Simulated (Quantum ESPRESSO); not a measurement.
The system is WS2.

```xyz
3
Lattice="1.8439 1.0646 5.5749 -1.8439 1.0646 5.5749 0.0000 -2.1292 5.5749" Properties=species:S:1:pos:R:3 pbc="T T T"
W     0.0000    0.0000    0.0000
S     0.0000    0.0000    4.2146
S     0.0000    0.0000   12.5101
```

The cell was built by a generator and needn't be a form met in nature.

Base run:

| Quantity | Value |
| --- | --- |
| Program | Quantum ESPRESSO 7.5 |
| Functional | PBE |
| Potentials or basis | GBRV 1.5 PBE |
| Cutoff | 762 eV |
| Density cutoff | 6095 eV |
| k mesh | 6 × 6 × 6 |
| Occupations | gaussian, width 0.05 eV |
| Spin | no spin polarisation |
| Hubbard terms | W d U = 3 eV |

Its results: band gap on the k mesh none (metal or under the smearing width); pressure -14.0 GPa; largest force 0.684 eV/Å.

Q: The run is repeated on the same cell with these changes: spin from no spin polarisation to collinear spin, ferromagnetic start; magnetic state asked for from nm to fm. What comes out?

A: Band gap on the k mesh none (metal or under the smearing width); pressure -6.0 GPa; net moment 2.00 μB per cell; site moments W +1.54; S -0.12 μB; largest force 0.858 eV/Å.

Caveats: U without spin polarisation on a metal has little footing (some runs).
